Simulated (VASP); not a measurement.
C in VASP 6.6.1, single-point calculation

INCAR

```
NSW = 0
EDIFF = 0.001
PREC = Accurate
SIGMA = 0.02
LREAL = .FALSE.
NBANDS = 11
LASPH = .TRUE.
IBRION = -1
LCHARG = .FALSE.
ISIF = 2
LWAVE = .FALSE.
ISMEAR = -1
NELM = 120
ENCUT = 520
GGA = PE
```

KPOINTS

```
KPOINTS created by Atomic Simulation Environment
0
Gamma
10 10 10
0 0 0
```

POSCAR

```
C
 1.0000000000000000
     0.0234000000000000    1.7927999999999999    1.8003000000000000
     1.8047000000000000    0.0305000000000000    1.7932999999999999
     1.8012999999999999    1.7823000000000000    0.0339000000000000
 C
   2
Cartesian
  1.9105987199999999  3.4833661199999999  1.8442839599999998
  0.8870098900000000  0.8325943900000000  0.8966790699999999
```

The recommended PBE PAW datasets give the neutral cell 8 valence electrons.

Command

```
mpirun -np 1 vasp_std
```

Q: Predict the outcome of this run.

A: It converged. Results: gap between bands v and c on the k mesh 2.01 eV; least direct gap on the k mesh 2.58 eV; pressure 7.1 GPa; largest force 3.84 eV/Å. Band v is the last that the valence electrons fill when counted band by band, and c is the next.

OSZICAR

```
N       E                     dE             d eps       ncg     rms          rms(c)
DAV:   1     0.226089385837E+00    0.22609E+00   -0.45897E+03 11572   0.695E+02
DAV:   2    -0.182404549633E+02   -0.18467E+02   -0.17759E+02 14403   0.123E+02
DAV:   3    -0.186010883127E+02   -0.36063E+00   -0.35965E+00 12926   0.131E+01
DAV:   4    -0.186016996725E+02   -0.61136E-03   -0.61135E-03 11903   0.662E-01
DAV:   5    -0.186017003514E+02   -0.67896E-06   -0.67878E-06  9595   0.213E-02    0.560E+00
DAV:   6    -0.181129656840E+02    0.48873E+00   -0.25684E-01 11361   0.359E+00    0.334E+00
DAV:   7    -0.179489606388E+02    0.16401E+00   -0.31346E-01 11905   0.401E+00    0.770E-01
DAV:   8    -0.179507684216E+02   -0.18078E-02   -0.87727E-03 11783   0.706E-01    0.433E-02
DAV:   9    -0.179508058840E+02   -0.37462E-04   -0.54264E-05  5973   0.612E-02
   1 F= -.17950806E+02 E0= -.17950806E+02  d E =-.923219E-13
```

Standard output (part)

```
POSCAR found type information on POSCAR C
 POSCAR found :  1 types and       2 ions
 LDA part: xc-table for (Slater+PW92), standard interpolation
 POSCAR, INCAR and KPOINTS ok, starting setup
 WAVECAR not read
 entering main loop
```

For comparison, a separate PBE run of the intended cell, on usual settings and not on those above, gives a gap of 2.01 eV on its mesh and a pressure of 7.0 GPa.
